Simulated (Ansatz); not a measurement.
**Levels at Γ against strain in TiO2**

```xyz
6
Lattice="-1.8925 1.8925 4.7570 1.8925 -1.8925 4.7570 1.8925 1.8925 -4.7570" Properties=species:S:1:pos:R:3 pbc="T T T"
Ti    0.0000    0.0000    0.0000
Ti    0.0000    1.8925    2.3785
O     0.0000    0.0000    1.9656
O     0.0000    1.8925    4.3441
O     0.0000    1.8925    0.4129
O     0.0000    0.0000    7.5484
```

Atoms are numbered in the order listed.

The cell comes from COD entry 9009086, which wasn't checked; take it as a given geometry.

Theory: Ansatz 0.2.0, DFT, PBE, all-electron LAPW, scalar-relativistic.

Settings: a Γ-centred 13×13×13 k mesh, Fermi–Dirac smearing of 0.08 eV, basis error target 1 meV/atom, no spin polarisation.

The strain is applied along the Cartesian axes of the cell as listed (the other components stay zero). Fractional coordinates are held (clamped ions).

The valence-band top of this crystal doesn't lie at Γ but 0.44 eV above the top filled level there.

Only quantities that a quadratic follows smoothly over the whole series are listed; rougher ones are left out.

```
    εzz  direct gap at Γ (eV)
-0.0300                 2.668
-0.0100                 2.623
 0.0000                 2.603
 0.0100                 2.585
 0.0200                 2.568
 0.0300                 2.552
```

Question: Fit the series and give the slopes at zero strain.

Answer: Least-squares fits y = p0 + p1 x + p2 x² to the rows give direct gap at Γ (eV): p1 = -1.93, p2 = 7.6.

Question: One run, at εzz = -0.0200, is withheld. Predict its row.

Answer: The fits give 2.645; the run gave 2.645.
